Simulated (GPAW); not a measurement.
# CaSe: optical spectrum from first principles, part 2 of 2

Wanted: where CaSe starts to absorb, how strongly, and its refractive index. The cell comes from an older database entry, whose edges can differ from later determinations, mostly by under a per cent.

GPAW 26.7.0; DFT, PBE, plane-wave PAW (GPAW data sets), scalar-relativistic, RPA, optical limit.

So far. Step 2 (Ground state): There is a gap, 2.55 eV on this mesh (points off the mesh can give less), so no carriers' term is needed.

The database entry behind the starting cell differs from later determinations by our own check (0.1 to 0.3 % short, probably kX units), so it need not match the best structure at ambient conditions.

### Step 4. Dielectric function, RPA (continued)

The Im ε, E ∥ x has structure finer than the step of the table below, so its rows give means over 0.5 eV, whole bins alone (the curve runs from 0 to 21.9 eV). Peaks (eV: height): 4.56: 6.83, 5.17: 6.73, 5.51: 6.79, 6.28: 6.78, 6.99: 6.13, 11.63: 2.59.

Values under the direct gap are tails of Lorentzian lines. Table of Im ε, E ∥ x by photon energy; means over each step:

```tsv
photon energy (eV)	Im ε, E ∥ x
0.5	0.0152
1.0	0.0331
1.5	0.0580
2.0	0.101
2.5	0.218
3.0	1.17
3.5	3.31
4.0	5.20
4.5	6.03
5.0	5.89
5.5	6.35
6.0	5.92
6.5	5.92
7.0	5.75
7.5	5.34
8.0	3.52
8.5	3.20
9.0	2.00
9.5	1.37
10.0	1.69
10.5	1.60
11.0	1.65
11.5	2.20
12.0	1.53
12.5	1.13
13.0	0.881
13.5	0.724
14.0	0.653
14.5	0.603
15.0	0.495
15.5	0.588
16.0	0.485
16.5	0.440
17.0	0.616
17.5	0.571
18.0	0.507
18.5	0.402
19.0	0.466
19.5	0.350
20.0	0.261
20.5	0.300
21.0	0.318
21.5	0.267
```

The Re ε, E ∥ x by photon energy:

photon energy (eV), Re ε, E ∥ x and a bar from the least value:
```
      0.0       5.16 #####################
      0.5       5.19 #####################
      1.0       5.31 ######################
      1.5       5.53 ######################
      2.0       5.91 ########################
      2.5       6.60 ##########################
      3.0       8.00 ##############################
      3.5       7.97 ##############################
      4.0       6.51 #########################
      4.5       6.12 ########################
      5.0       4.71 ####################
      5.5       3.45 ################
      6.0       1.94 ###########
      6.5       1.35 ##########
      7.0       0.74 ########
      7.5      -1.40 #
      8.0      -1.07 ##
      8.5      -1.15 ##
      9.0      -1.74 
      9.5      -0.32 ####
     10.0      -0.07 #####
     10.5       0.15 ######
     11.0       0.26 ######
     11.5       0.33 ######
     12.0      -0.41 ####
     12.5      -0.52 ####
     13.0      -0.27 #####
     13.5      -0.15 #####
     14.0       0.19 ######
     14.5       0.04 #####
     15.0       0.35 ######
     15.5       0.36 ######
     16.0       0.33 ######
     16.5       0.49 #######
     17.0       0.61 #######
     17.5       0.43 #######
     18.0       0.39 #######
     18.5       0.53 #######
     19.0       0.48 #######
     19.5       0.44 #######
     20.0       0.58 #######
     20.5       0.67 #######
     21.0       0.65 #######
     21.5       0.69 #######
```

The reflectivity at normal incidence, E ∥ x has structure finer than the step of the table below, so its rows give means over 0.5 eV, whole bins alone (the curve runs from 0 to 21.9 eV). Peaks (eV: height): 7.73: 39.6, 9.09: 47.7, 11.79: 33.1, 14.40: 17.8.

The reflectivity at normal incidence, E ∥ x by photon energy; means over each step:

```tsv
photon energy (eV)	reflectivity at normal incidence, E ∥ x (%)
0.5	15.2
1.0	15.6
1.5	16.3
2.0	17.4
2.5	19.4
3.0	23.0
3.5	25.6
4.0	26.6
4.5	27.6
5.0	26.6
5.5	28.2
6.0	27.9
6.5	29.7
7.0	30.4
7.5	37.5
8.0	34.4
8.5	35.2
9.0	42.0
9.5	23.1
10.0	19.5
10.5	16.5
11.0	15.2
11.5	21.0
12.0	27.9
12.5	29.2
13.0	24.3
13.5	22.8
14.0	14.3
14.5	16.3
15.0	8.69
15.5	7.91
16.0	7.64
16.5	4.37
17.0	4.56
17.5	6.18
18.0	6.48
18.5	4.03
19.0	4.59
19.5	4.63
20.0	2.56
20.5	1.81
21.0	2.00
21.5	1.54
```

The loss function −Im 1/ε at q → 0, E ∥ x has structure finer than the step of the table below, so its rows give means over 1 eV, whole bins alone (the curve runs from 0 to 21.9 eV). Peaks (eV: height): 9.5: 0.758, 13.9: 1.75, 14.7: 1.98, 18.2: 1.34, 19.3: 1.14.

Values under the direct gap are tails of Lorentzian lines. Loss function −Im 1/ε at q → 0, E ∥ x against energy loss; means over each step:

energy loss (eV), loss function −Im 1/ε at q → 0, E ∥ x and a bar:
```
        1       0.00 
        2       0.00 
        3       0.02 
        4       0.07 #
        5       0.11 ##
        6       0.15 ###
        7       0.17 ###
        8       0.24 #####
        9       0.41 ########
       10       0.63 #############
       11       0.57 ###########
       12       0.56 ###########
       13       1.04 #####################
       14       1.48 #############################
       15       1.51 ##############################
       16       1.28 #########################
       17       0.93 ###################
       18       1.13 ######################
       19       1.00 ####################
       20       0.72 ##############
       21       0.59 ############
```

Table of refractive index n and extinction k by photon energy:

```tsv
photon energy (eV)	n	k
0.0	2.27	0
0.5	2.28	0.00331
1.0	2.30	0.00711
1.5	2.35	0.0122
2.0	2.43	0.0204
2.5	2.57	0.0393
3.0	2.84	0.222
3.5	2.88	0.546
4.0	2.73	0.985
4.5	2.74	1.17
5.0	2.45	1.13
5.5	2.35	1.44
6.0	2.00	1.43
6.5	1.87	1.46
7.0	1.85	1.64
7.5	1.49	1.90
8.0	1.13	1.54
8.5	1.06	1.51
9.0	0.676	1.48
9.5	0.722	0.914
10.0	0.905	0.943
10.5	0.977	0.897
11.0	0.966	0.820
11.5	1.17	1.02
12.0	0.753	0.988
12.5	0.584	0.930
13.0	0.558	0.764
13.5	0.527	0.656
14.0	0.650	0.486
14.5	0.564	0.525
15.0	0.689	0.357
15.5	0.729	0.416
16.0	0.679	0.361
16.5	0.752	0.283
17.0	0.861	0.362
17.5	0.750	0.358
18.0	0.722	0.369
18.5	0.773	0.258
19.0	0.760	0.313
19.5	0.710	0.245
20.0	0.776	0.164
20.5	0.840	0.180
21.0	0.829	0.193
21.5	0.841	0.147
```

At chosen wavelengths:

```tsv
wavelength (nm)	n	k	R (%)	1/α
1550	2.29	0.005	15.4	22 µm
1064	2.32	0.009	15.8	9.8 µm
800	2.36	0.013	16.4	5.0 µm
450	2.70	0.071	21.1	508 nm
365	2.90	0.526	25.1	55 nm
308	2.70	0.983	26.4	25 nm
248	2.45	1.135	25.7	17 nm
```

Below the direct gap, k and the depth come from the tails of the Lorentzian lines, not from transitions.

Rows near the edge hang on the gap, which this functional as a rule makes too small, and phonon-assisted absorption is left out.

### Step 5. Outcome

```yaml
electronic_dielectric_constant_eps_infinity_mean_over_x_y_and_z_by_symmetry_where_fewer_were_run_rpa: 5.16
main_peak_of_im_epsilon_first_axis: 4.58 eV
centre_of_weight_of_the_strongest_loss_peak_in_the_window_first_axis: 14.7 eV
```

What this shows: At this level (PBE, RPA) CaSe has ε∞ = 5.16 and n = 2.29 at 1550 nm, and Im ε peaks at 4.6 eV. On the mesh the gap is 2.04 eV and the least direct gap 2.98 eV, so on this mesh the band edges lie at different points. Local fields change the static value along x from 6.06 to 5.16 (-15 %). Distinct maxima of Im ε, read by a parabola through the highest points, lie at 4.58 eV (6.9), 5.16 eV (6.7), 5.50 eV (6.8) and 6.29 eV (6.8). Excitons and phonon-assisted transitions are missing; PBE gaps are as a rule too small, which pulls the onset down and ε∞ up. The sum runs over mesh points, so small or evenly spaced maxima can still be ripples of the mesh.

[Machine, clock and banner lines and Python warnings are left out of the logs.]

[Logs are printed without paths, hosts, clocks, repeated set-up lines and the standing remarks that a program may print on its own settings, such as how far it seeks lower states.]

[Hosts, paths, dates, database ids (printed as entryN), source tags and the programs' standing remarks are cut or masked in the printed files.]
